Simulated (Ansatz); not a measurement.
# HgSe: modes against the lattice constant

These are results of DFT PBE, scalar-relativistic, plane waves, PAW (Ansatz 0.2.0), not measurements. Cutoff 420 eV, 12×12×12 k-points (Γ-centred), Fermi-Dirac smearing of 0.15 eV. No spin polarisation. Phonons by linear response, acoustic sum rule imposed.

The cell is fixed (symmetry leaves no force on the atoms) and stands under 8.0 GPa:
Space group F-43m (No. 216). a = 5.987 Å, b = 5.987 Å, c = 5.987 Å, α = 90.00°, β = 90.00°, γ = 90.00°
| atom | site | symmetry | x | y | z |
| --- | --- | --- | --- | --- | --- |
| Hg | 4a | -43m | 0.0000 | 0.0000 | 0.0000 |
| Se | 4d | -43m | 0.2500 | 0.2500 | 0.7500 |

The cell is the ideal cubic zincblende prototype. Without a gap, frequencies and elastic constants depend on the k mesh and the smearing, soft modes and shear constants most. Spin–orbit coupling is left out, which matters for heavy elements. A semilocal functional can close a gap that the real compound has.

How do the optical zone-centre modes (counted from the lowest optical one, degenerate ones once; i marks imaginary ones) of this metal change over a = 5.987 and 6.360 Å?

## Answers

| a (Å) | 5.987 | 6.360 |
| --- | --- | --- |
| pressure (GPa) | 8.0 | -1.8 |
| mode 1 (cm⁻¹) | 151 | 97 |

The bands only touch here, so at this level the crystal is a zero-gap semiconductor or semimetal, not an ordinary metal; spin–orbit coupling, left out, moves these levels but leaves zinc-blende mercury chalcogenides without a gap.

Cost: 2 runs of about 2.2 core-minutes in all, on Arm Neoverse V2 (shared hosts).